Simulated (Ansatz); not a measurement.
Ti:

```
Ti
1.0
    -1.64100    1.64100    1.64100
     1.64100   -1.64100    1.64100
     1.64100    1.64100   -1.64100
Ti
1
Cartesian
  0.0000 0.0000 0.0000
```

This isn't the form of Ti at room conditions, which is hcp.

Base run:

```yaml
Program: Ansatz 0.2.0
Functional: PBEsol
Potentials_or_basis: Ansatz PAW
Cutoff: "420 eV (not typed: the program's choice for these potentials)"
k_mesh: 11 × 11 × 11
Occupations: fermi-dirac, width 0.05 eV
Spin: no spin polarisation
```

Its results: band gap on the k mesh none (metal or under the smearing width); pressure -6.8 GPa.

Task: The run is repeated on the same cell with these changes: functional from PBEsol to LDA; k mesh from 11 × 11 × 11 to 7 × 7 × 7. What comes out?

Result: Band gap on the k mesh none (metal or under the smearing width); pressure -9.8 GPa.

Several settings changed at once, so the effect can't be laid on one alone.

Caveats: some runs use coarse meshes; the PAW data sets come from PBE, with cores solved anew for the run's functional, which leaves a small shift of forces and pressure.
